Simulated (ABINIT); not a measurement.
# BN (Qingsongite): G0W0 with ABINIT, start to end, part 2 of 3

Aim: the G0W0 gap of BN (Qingsongite) on PBE, step by step.

ABINIT 10.8.3; PBE and many-body steps on it, plane waves. Known limits of the many-body steps: not at the basis limit; coarse k mesh.

So far. Step 2 (Ground state): The gap is indirect, with the least direct gap 4.34 eV higher.

## (3) Bands along the symmetry lines

Level of this step: DFT, PBE, plane waves, norm-conserving pseudopotentials (ABINIT).

Levels along a band path, at the cheap level, show where the edges lie and whether the meshes to come will hold them.

File run.abi:

```
acell 3*1.0 Angstrom
rprim 
  -0.000000000000 1.807500000000 1.807500000000
  1.807500000000 0.000000000000 1.807500000000
  1.807500000000 1.807500000000 -0.000000000000
ntypat 2
znucl 5 7
natom 2
typat 1 2
xred 
  0.000000000000 0.000000000000 0.000000000000
  0.250000000000 0.250000000000 0.250000000000
pp_dirpath "pseudos"
pseudos "B.upf, N.upf"
ecut 36
iscf -2
irdden 1
kptopt 0
nkpt 50
kpt 
  0.00000000 0.00000000 0.00000000
  -0.06250000 -0.06250000 0.00000000
  -0.12500000 -0.12500000 0.00000000
  -0.18750000 -0.18750000 0.00000000
  -0.25000000 -0.25000000 0.00000000
  -0.31250000 -0.31250000 0.00000000
  -0.37500000 -0.37500000 0.00000000
  -0.43750000 -0.43750000 0.00000000
  -0.50000000 -0.50000000 0.00000000
  -0.48437500 -0.48437500 0.03125000
  -0.46875000 -0.46875000 0.06250000
  -0.45312500 -0.45312500 0.09375000
  -0.43750000 -0.43750000 0.12500000
  -0.42187500 -0.42187500 0.15625000
  -0.40625000 -0.40625000 0.18750000
  -0.39062500 -0.39062500 0.21875000
  -0.37500000 -0.37500000 0.25000000
  -0.37500000 0.00000000 0.37500000
  -0.32812500 0.00000000 0.32812500
  -0.28125000 0.00000000 0.28125000
  -0.23437500 0.00000000 0.23437500
  -0.18750000 0.00000000 0.18750000
  -0.14062500 0.00000000 0.14062500
  -0.09375000 0.00000000 0.09375000
  -0.04687500 0.00000000 0.04687500
  0.00000000 0.00000000 0.00000000
  0.00000000 0.00000000 0.06250000
  0.00000000 0.00000000 0.12500000
  0.00000000 0.00000000 0.18750000
  0.00000000 0.00000000 0.25000000
  0.00000000 0.00000000 0.31250000
  0.00000000 0.00000000 0.37500000
  0.00000000 0.00000000 0.43750000
  -0.00000000 -0.00000000 0.50000000
  -0.06250000 -0.03125000 0.46875000
  -0.12500000 -0.06250000 0.43750000
  -0.18750000 -0.09375000 0.40625000
  -0.25000000 -0.12500000 0.37500000
  -0.31250000 -0.15625000 0.34375000
  -0.37500000 -0.18750000 0.31250000
  -0.43750000 -0.21875000 0.28125000
  -0.50000000 -0.25000000 0.25000000
  -0.50000000 -0.28125000 0.21875000
  -0.50000000 -0.31250000 0.18750000
  -0.50000000 -0.34375000 0.15625000
  -0.50000000 -0.37500000 0.12500000
  -0.50000000 -0.40625000 0.09375000
  -0.50000000 -0.43750000 0.06250000
  -0.50000000 -0.46875000 0.03125000
  -0.50000000 -0.50000000 0.00000000
istwfk *1
nband 11
nbdbuf 2
tolwfr 1e-08
nstep 40
prtwf 0
prtvol 0
indata_prefix "in"
outdata_prefix "out"
tmpdata_prefix "tmp"
```

Run with:

```bash
OMP_NUM_THREADS=1 mpirun -n 4 abinit run.abi > log
```

Numbers of over 12 decimals in the logs are rounded to 6 here.

The program printed:

```text
.Version 10.8.3 of ABINIT. v10.8.2 released Aug 2026.

 Symmetries : space group F-4 3 m (#216); Bravais cF (face-center cubic)
[... echo of the input left out ...]
== DATASET  1 ==================================================================
-   mpi_nproc: 4, omp_nthreads: 1 (-1 if OMP is not activated)

--- !DatasetInfo
iteration_state: {dtset: 1, }
dimensions: {natom: 2, nkpt: 50, mband: 11, nsppol: 1, nspinor: 1, nspden: 1, mpw: 869, }
cutoff_energies: {ecut:  36.0, pawecutdg:  -1.0, }
electrons: {nelect:   8.00000000E+00, charge:   0.00000000E+00, occopt:   1.00000000E+00, tsmear:   1.00000000E-02, }

 Real(R)+Recip(G) space primitive vectors, cartesian coordinates (Bohr,Bohr^-1):
 R(1)=  0.0000000  3.4156800  3.4156800  G(1)= -0.1463837  0.1463837  0.1463837
 R(2)=  3.4156800  0.0000000  3.4156800  G(2)=  0.1463837 -0.1463837  0.1463837
 R(3)=  3.4156800  3.4156800  0.0000000  G(3)=  0.1463837  0.1463837 -0.1463837
 Unit cell volume ucvol=  7.9700586E+01 bohr^3
 Angles (23,13,12)=  6.00000000E+01  6.00000000E+01  6.00000000E+01 degrees

 getcut: wavevector=  0.0000  0.0000  0.0000  ngfft=  30  30  30
         ecut(hartree)=     36.000   => boxcut(ratio)=   2.30194

 getcut : COMMENT -
  Note that boxcut > 2.2 ; recall that boxcut=Gcut(box)/Gcut(sphere) = 2
  is sufficient for exact treatment of convolution.
  Such a large boxcut is a waste : you could raise ecut
  e.g. ecut=   47.690509 Hartrees makes boxcut=2

--- Pseudopotential description ------------------------------------------------
- B Generated using ONCVPSP code by D. R. Hamann
-  5.00000   3.00000  171031                  znucl, zion, pspdat
12 -101130 1 -1 1534                          pspcod,pspxc,lmax,lloc,mmax
     nproj     2     2
  pspatm : epsatm=    3.38844616
         --- l  ekb(1:nproj) -->
             0    8.382104    1.234201
             1   -3.719492   -0.867526
 pspatm: atomic psp has been read  and splines computed

- N Generated using ONCVPSP code by D. R. Hamann
-  7.00000   5.00000  171031                  znucl, zion, pspdat
12 -101130 1 -1 1058                          pspcod,pspxc,lmax,lloc,mmax
     nproj     2     2
  pspatm : epsatm=    5.20977870
         --- l  ekb(1:nproj) -->
             0    7.494509    0.636305
[...]
pspatm: atomic psp has been read  and splines computed

--------------------------------------------------------------------------------

================================================================================
 prteigrs : about to open file out_EIG
 Non-SCF case, kpt    1 (  0.00000  0.00000  0.00000), residuals and eigenvalues=
  3.63E-09  1.60E-09  3.17E-09  5.09E-09  1.41E-09  2.39E-09  4.64E-09  8.61E-09
[...]
-4.4062E-01  3.0209E-01  3.0209E-01  3.0209E-01  6.2836E-01  6.2836E-01
  6.2836E-01  6.8304E-01  1.2115E+00  1.3357E+00  1.3401E+00
[...]
2.44E-09  5.19E-10  7.21E-10  4.52E-09  4.15E-09  4.50E-09  5.55E-09  6.02E-09
[...]
-4.2207E-01  2.5628E-01  2.6132E-01  2.6132E-01  6.0371E-01  6.8440E-01
  6.8440E-01  7.2542E-01  1.0748E+00  1.2549E+00  1.3632E+00
[...]
Non-SCF case, kpt   49 ( -0.50000 -0.46875  0.03125), residuals and eigenvalues=
[...]
-2.3481E-01 -2.4246E-02  1.1910E-01  1.1965E-01  4.7418E-01  6.4952E-01
  9.5633E-01  9.5955E-01  1.0628E+00  1.2999E+00  1.5362E+00
 Non-SCF case, kpt   50 ( -0.50000 -0.50000  0.00000), residuals and eigenvalues=
[...]
-2.3521E-01 -2.5226E-02  1.2176E-01  1.2176E-01  4.6875E-01  6.4539E-01
  9.6028E-01  9.6028E-01  1.0651E+00  1.3031E+00  1.5460E+00

--- !ResultsGS
iteration_state: {dtset: 1, }
comment   : Summary of ground state results
lattice_vectors:
- [ -0.0000000,   3.4156800,   3.4156800, ]
- [  3.4156800,   0.0000000,   3.4156800, ]
- [  3.4156800,   3.4156800,  -0.0000000, ]
lattice_lengths: [   4.83050,    4.83050,    4.83050, ]
lattice_angles: [ 60.000,  60.000,  60.000, ] # degrees, (23, 13, 12)
lattice_volume:   7.9700586E+01
convergence: {deltae:  0.000E+00, res2:  0.000E+00, residm:  9.954E-09, diffor:  0.000E+00, }
etotal    :  -1.34025025E+01
entropy   :   0.00000000E+00
fermie    :   3.02092262E-01
cartesian_stress_tensor: null
pressure_GPa: null
xred      :
- [  0.0000E+00,   0.0000E+00,   0.0000E+00,  B]
- [  2.5000E-01,   2.5000E-01,   2.5000E-01,  N]
cartesian_forces: null
force_length_stats: {min: null, max: null, mean: null, }

 Integrated electronic density in atomic spheres:
 ------------------------------------------------
 Atom  Sphere_radius  Integrated_density
[...]
================================================================================

 ----iterations are completed or convergence reached----

 Mean square residual over all n,k,spin=   42.205E-10; max=  99.540E-10
 reduced coordinates (array xred) for    2 atoms
[...]
cartesian coordinates (angstrom) at end:
    1      0.000000     0.000000     0.000000
    2      0.903750     0.903750     0.903750
 length scales=  1.889726125908  1.889726125908  1.889726125908 bohr
              =  1.000000000000  1.000000000000  1.000000000000 angstroms
 prteigrs : about to open file out_EIG
 Eigenvalues (hartree) for nkpt=  50  k points:
 kpt#   1, nband= 11, wtk=  1.00000, kpt=  0.0000  0.0000  0.0000 (reduced coord)
[...]
kpt#   2, nband= 11, wtk=  1.00000, kpt= -0.0625 -0.0625  0.0000 (reduced coord)
[...]
kpt#   3, nband= 11, wtk=  1.00000, kpt= -0.1250 -0.1250  0.0000 (reduced coord)
[...]
kpt#  49, nband= 11, wtk=  1.00000, kpt= -0.5000 -0.4687  0.0313 (reduced coord)
  -0.23481   -0.02425    0.11910    0.11965    0.47418    0.64952    0.95633    0.95955
   1.06281    1.29990    1.53616
 kpt#  50, nband= 11, wtk=  1.00000, kpt= -0.5000 -0.5000  0.0000 (reduced coord)
  -0.23521   -0.02523    0.12176    0.12176    0.46875    0.64539    0.96028    0.96028
   1.06505    1.30307    1.54598

== END DATASET(S) ==============================================================
================================================================================

 -outvars: echo values of variables after computation  --------
            nband          11
             nkpt          50
          spgroup         216
 [... the other variables as echoed above ...]

 Calculation completed.
```

Wall time 3 s (4 MPI ranks of Arm Neoverse V2, shared host); peak memory 0.07 GiB; 12 s of CPU time.

This step gave:

| Property | Result |
| --- | --- |
| gap | 4.535 eV |
| k of the valence top | 0, 0, 0 |
| k of the conduction bottom | -0.5, -0.5, 0 |
| least direct gap | 8.878 eV |

The gap is 4.535 eV, as in the run before at this level.

Electronic bands along the path, in eV, zero at the top of the highest filled band; v1 is the highest filled band, c1 the lowest empty one:

```tsv
point	v4	v3	v2	v1	c1	c2	c3	c4
Γ	-20.21	0.00	0.00	0.00	8.88	8.88	8.88	10.37
halfway	-18.25	-3.97	-3.01	-3.01	6.86	11.62	13.48	13.48
X	-14.62	-8.91	-4.91	-4.91	4.54	9.34	17.91	17.91
halfway	-14.55	-8.69	-5.96	-4.69	5.49	10.28	17.32	17.54
U	-14.54	-8.12	-7.66	-4.08	6.98	12.95	15.84	16.68
jump to K	-14.54	-8.12	-7.66	-4.08	6.98	12.95	15.84	16.68
halfway	-18.03	-5.73	-3.91	-1.12	10.71	10.76	11.24	13.58
Γ	-20.21	0.00	0.00	0.00	8.88	8.88	8.88	10.37
halfway	-18.73	-5.47	-1.13	-1.13	9.70	10.40	10.40	13.57
L	-15.99	-10.68	-1.94	-1.94	10.21	10.78	10.78	15.26
halfway	-15.29	-9.69	-4.82	-3.45	9.66	11.24	14.40	15.79
W	-14.31	-7.58	-6.96	-6.50	9.65	13.35	14.61	14.69
halfway	-14.47	-8.49	-5.77	-5.71	6.58	11.00	16.25	17.43
X	-14.62	-8.91	-4.91	-4.91	4.54	9.34	17.91	17.91
```

The electronic bands as a text plot (rows in eV, shown from -8.0 to 10.5 only):

```
   10.1 |+ ++     +    +      ++ ++++ ++   +++++++++++        ++
    9.4 | +        ++++     ++     +++  +++++         ++++++    +
    8.6 |++                           ++                    +
    7.8 |  +++             +
    7.1 |     ++          +
    6.3 |       ++       +                                   +
    5.5 |         +    ++                                     +
    4.7 |          ++++                                        ++
    4.0 |
    3.2 |
    2.4 |
    1.7 |
    0.9 |
    0.1 |*                         ******
   -0.7 | *                      **  *  ****
   -1.4 |  **                   *  **       ****
   -2.2 |    *                ** ****    **     *****
   -3.0 |     **            **                      **
   -3.8 |     ****        **    ***        *         **
   -4.5 |         ********                            **
   -5.3 |       **    *       **            *           *     ***
   -6.1 |              **   **  *                      * * ***
   -6.8 |         *           **                        ****
   -7.6 |                ***                 **          ***
         Γ           X  U|K            Γ         L        W     X
```

## (4) Empty states on the mesh, 6×6×6 mesh, 66 bands

The sums over transitions need many empty states on a uniform mesh; this step solves for them.

File run.abi:

```
acell 3*1.0 Angstrom
rprim 
  -0.000000000000 1.807500000000 1.807500000000
  1.807500000000 0.000000000000 1.807500000000
  1.807500000000 1.807500000000 -0.000000000000
ntypat 2
znucl 5 7
natom 2
typat 1 2
xred 
  0.000000000000 0.000000000000 0.000000000000
  0.250000000000 0.250000000000 0.250000000000
pp_dirpath "pseudos"
pseudos "B.upf, N.upf"
ecut 36
ngkpt 6 6 6
nshiftk 1
shiftk 0 0 0
kptopt 1
chksymbreak 0
irdden 1
istwfk *1
nband 66
prtvol 0
optdriver 6
gwr_task "HDIAGO"
paral_kgb 0
occopt 1
indata_prefix "in"
outdata_prefix "out"
tmpdata_prefix "tmp"
```

The program printed:

```text
[banner, memory and clock lines left out]
.Version 10.8.3 of ABINIT. v10.8.2 released Aug 2026.

 Symmetries : space group F-4 3 m (#216); Bravais cF (face-center cubic)
[... echo of the input left out ...]
== DATASET  1 ==================================================================
-   mpi_nproc: 4, omp_nthreads: 1 (-1 if OMP is not activated)

--- !DatasetInfo
iteration_state: {dtset: 1, }
dimensions: {natom: 2, nkpt: 16, mband: 66, nsppol: 1, nspinor: 1, nspden: 1, mpw: 869, }
cutoff_energies: {ecut:  36.0, pawecutdg:  -1.0, }
electrons: {nelect:   8.00000000E+00, charge:   0.00000000E+00, occopt:   1.00000000E+00, tsmear:   1.00000000E-02, }

.Using double precision arithmetic; gwpc =  8

- Reading GS density from: in_DEN

--- Pseudopotential description ------------------------------------------------
- B Generated using ONCVPSP code by D. R. Hamann
-  5.00000   3.00000  171031                  znucl, zion, pspdat
12 -101130 1 -1 1534                          pspcod,pspxc,lmax,lloc,mmax
     nproj     2     2
  pspatm : epsatm=    3.38844616
         --- l  ekb(1:nproj) -->
             0    8.382104    1.234201
             1   -3.719492   -0.867526
 pspatm: atomic psp has been read  and splines computed

- N Generated using ONCVPSP code by D. R. Hamann
-  7.00000   5.00000  171031                  znucl, zion, pspdat
12 -101130 1 -1 1058                          pspcod,pspxc,lmax,lloc,mmax
     nproj     2     2
  pspatm : epsatm=    5.20977870
         --- l  ekb(1:nproj) -->
             0    7.494509    0.636305
             1   -4.293905   -1.006988
 pspatm: atomic psp has been read  and splines computed

   6.87857989E+01                                ecore*ucvol(ha*bohr**3)

 Total charge density [el/Bohr^3]
)     Maximum=    5.6373E-01  at reduced coord.    0.2000    0.2000    0.4000
)     Minimum=    7.6975E-03  at reduced coord.    0.0000    0.0000    0.0000
   Integrated=    8.0000E+00

 === KS gaps after direct diagonalization ===
 Indirect band gap semiconductor
 Fundamental gap:     4.535 (eV)
   VBM:     8.220 (eV) at k: [ 0.0000E+00,  0.0000E+00,  0.0000E+00]
   CBM:    12.755 (eV) at k: [ 5.0000E-01,  5.0000E-01,  0.0000E+00]
 Direct gap:         8.878 (eV) at k: [ 0.0000E+00,  0.0000E+00,  0.0000E+00]

== END DATASET(S) ==============================================================

 -outvars: echo values of variables after computation  --------
           etotal      0.0000000000E+00
            nband          66
             nkpt          16
          spgroup         216
 [... the other variables as echoed above ...]

 Calculation completed.
```

Wall time 4.2 s (4 MPI ranks); peak memory 0.3 GiB.

Numbers from this step:

* gap: 4.535 eV
* k of the valence top: 0, 0, 0
* k of the conduction bottom: 0.5, 0.5, 0
* least direct gap: 8.878 eV
* k points computed: 16
* lowest point of the top converged band, above the valence top: 124.3645 eV

On this mesh the gap is 4.535 eV.

## (5) Screening, 6×6×6 mesh, 58 bands, screening to 217.7 eV

The RPA dielectric matrix is built and inverted for each q.

This step: RPA screening on PBE, plane waves, norm-conserving pseudopotentials.

Edit run.abi of step 4 so:

```diff
@@ -20,10 +20,11 @@
 chksymbreak 0
-irdden 1
 istwfk *1
-nband 66
-prtvol 0
-optdriver 6
-gwr_task "HDIAGO"
-paral_kgb 0
 occopt 1
+irdwfk 1
+optdriver 3
+nband 58
+ecuteps 8
+inclvkb 2
+awtr 1
+symchi 1
 indata_prefix "in"
```

The program printed:

```text
.Version 10.8.3 of ABINIT. v10.8.2 released Aug 2026.

 Symmetries : space group F-4 3 m (#216); Bravais cF (face-center cubic)
[... echo of the input left out ...]
== DATASET  1 ==================================================================
-   mpi_nproc: 4, omp_nthreads: 1 (-1 if OMP is not activated)

--- !DatasetInfo
iteration_state: {dtset: 1, }
dimensions: {natom: 2, nkpt: 16, mband: 58, nsppol: 1, nspinor: 1, nspden: 1, mpw: 869, }
cutoff_energies: {ecut:  36.0, pawecutdg:  -1.0, }
electrons: {nelect:   8.00000000E+00, charge:   0.00000000E+00, occopt:   1.00000000E+00, tsmear:   1.00000000E-02, }

 SCREENING: Calculation of the susceptibility and dielectric matrices

 Based on a program developped by R.W. Godby, V. Olevano, G. Onida, and L. Reining.
 Incorporated in ABINIT by V. Olevano, G.-M. Rignanese, and M. Torrent.
.Using double precision arithmetic ; gwpc =  8

[... cell and pseudopotentials left out ...]
--------------------------------------------------------------------------------

 ==== K-mesh for the wavefunctions ====
 Number of points in the irreducible wedge :    16
[... list of points left out ...]
 Together with 24 symmetry operations and time-reversal symmetry
 yields   216 points in the full Brillouin Zone.

 ==== Q-mesh for the screening function ====
 Number of points in the irreducible wedge :    16
[... list of points left out ...]
 Together with 24 symmetry operations and time-reversal symmetry
 yields   216 points in the full Brillouin Zone.

 setmesh: FFT mesh size selected  =    20x   20x   20
          total number of points  =         8000

 vcoul_init : cutoff-mode = AUXILIARY_FUNCTION
 q-points for optical limit:   1
     1)      0.000010    0.000020    0.000030

- screening: taking advantage of time-reversal symmetry
- Maximum band index for partially occupied states nbvw = 4
- Remaining bands to be divided among processors   nbcw = 54
- Number of bands treated by each node ~13

 Number of electrons calculated from density =    8.0000; Expected =    8.0000
 average of density, n =  0.100376
 r_s =    1.3348
 omega_plasma =   30.5612 [eV]

 calculating chi0 at frequencies [eV] :
  1    0.000000E+00    0.000000E+00
  2    0.000000E+00    3.056116E+01

--------------------------------------------------------------------------------
  q-point number  1        q = ( 0.000000, 0.000000, 0.000000) [r.l.u.]
--------------------------------------------------------------------------------
[... chi0 elements left out ...]
 For q-point:  0.000010 0.000020 0.000030
  dielectric constant =   4.3970
  dielectric constant without local fields =   4.7424

  Average fulfillment of the sum rule on Im[epsilon] for q-point    1 :     85.32  [%]
[... wings left out ...]
  q-point number  2        q = ( 0.166667, 0.000000, 0.000000) [r.l.u.]
--------------------------------------------------------------------------------
[... chi0 elements left out ...]
  Average fulfillment of the sum rule on Im[epsilon] for q-point    2 :     95.92  [%]

 [... 14 further q-points ...]
```

Run time: 6.6 s. Hardware: 4 MPI ranks; peak memory 0.42 GiB.

Numbers from this step:

```
ε∞ with local fields, on this mesh, along the program's q direction : 4.397
the same without local fields                                       : 4.742
plasma frequency                                                    : 30.56 eV
plane waves in the screening matrix                                 : 65
```

Local fields lower ε∞ by 7 %. On a Γ-centred mesh this coarse the value itself is usually too large, while a short band sum pulls it down.

(Continued in part 3 of 3.)

[Paths, hosts, dates, memory and timing lines, banners, echoed tables and standing remarks are left out of the program output.]

[Logs are printed without paths, hosts, clocks, repeated set-up lines and the standing remarks that a program may print on its own settings, such as how far it seeks lower states.]

[Runs of the session that timed out or met a known fault of the program may be left out.]

[Hosts, paths, dates, database ids (printed as entryN), source tags and the programs' standing remarks are cut or masked in the printed files.]

[G0W0 gaps are taken among the corrected bands and points alone; a level outside them can change the order at an edge.]

[Where Ansatz stands beside ABINIT at settings called matched, ABINIT's density can come from a denser mesh and the files from another edition; pairs whose starting gaps differed by over 0.03 eV were left out, so agreement reads better than it is.]
